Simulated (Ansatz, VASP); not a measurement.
**One calculation of TiAl, two programs**

```
CELL_PARAMETERS angstrom
2.78461 0.00000 0.00000
0.00000 2.78461 0.00000
0.00000 0.00000 4.02213
ATOMIC_POSITIONS crystal
Ti 0.50000 0.50000 0.50000
Al 0.00000 0.00000 0.00000
```

Alike in both runs: functional PBE; k mesh 14 × 14 × 10; occupations gaussian, width 0.1 eV; no spin polarisation.

Ansatz relaxed the structure, and its values are those at the end. VASP's run is a single point on that final structure, the one shown.

|  | VASP | Ansatz |
| --- | --- | --- |
| version | VASP 6.6.1 | Ansatz 0.2.0 |
| potentials or method | VASP PAW PBE potentials, release 64 (Ti_sv, Al) | scalar-relativistic, plane waves, PAW |
| plane-wave cutoff (eV) | 520 | 420 |
| valence electrons in the cell | 15 | 15 |

```tsv
	VASP	Ansatz	Ansatz less VASP
gap on the k mesh at the Fermi level (eV)	none	none	-
pressure (GPa)	4.9	4.9	+0.05
```

A gap of «none» marks a metal or a gap that the smearing closes. The functional is the same, so the differences come from potentials, cutoffs and numerics.
